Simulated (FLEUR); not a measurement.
## LiF (Griceite) under changes of volume

One of the cells (8.169 Å³/atom); the others are scaled copies at fixed shape and fractional positions:

```xyz
2
Lattice="0.0000 2.0140 2.0140 2.0140 0.0000 2.0140 2.0140 2.0140 0.0000" Properties=species:S:1:pos:R:3 pbc="T T T"
F     2.0140    2.0140    2.0140
Li    0.0000    0.0000    0.0000
```

```yaml
Program: FLEUR MaX-R8.1 (later development tree)
Functional: AM05
Potentials_or_basis: all-electron
Basis: FLAPW
Kmax: 4.21 1/bohr
k_mesh: 11 × 11 × 11
Occupations: fermi-dirac, width 0.05 eV
Spin: no spin polarisation
```

| volume (Å³/atom) | energy over the lowest point (meV/atom) | gap on the mesh (eV) |
| --- | --- | --- |
| 7.679 | 8.30 | 9.65 |
| 7.842 | 3.80 | 9.45 |
| 8.169 | 0.00 | 9.07 |
| 8.496 | 1.80 | 8.73 |
| 8.659 | ? | ? |

**Question.** What does the run at 8.659 Å³/atom give?

**Answer.** Energy over the lowest point 4.69 meV/atom; gap on the mesh 8.58 eV.

Worked out: A Birch-Murnaghan fit of order 2 (a polynomial in V^(-2/3)) to the other rows has its minimum at 8.22 Å³/atom with B0 = V·E''(V) = 68 GPa. It gives 4.53 meV/atom at 8.659 Å³/atom, against the run's 4.69. A straight line through the other rows of the gap, of slope -9.11 eV per unit of ln V (its deformation potential), extrapolates to 8.55 eV, against the run's 8.58.

Energies are extrapolated to zero smearing.

Caveats: an odd mesh through Γ misses points on the zone boundary, where band edges often lie.
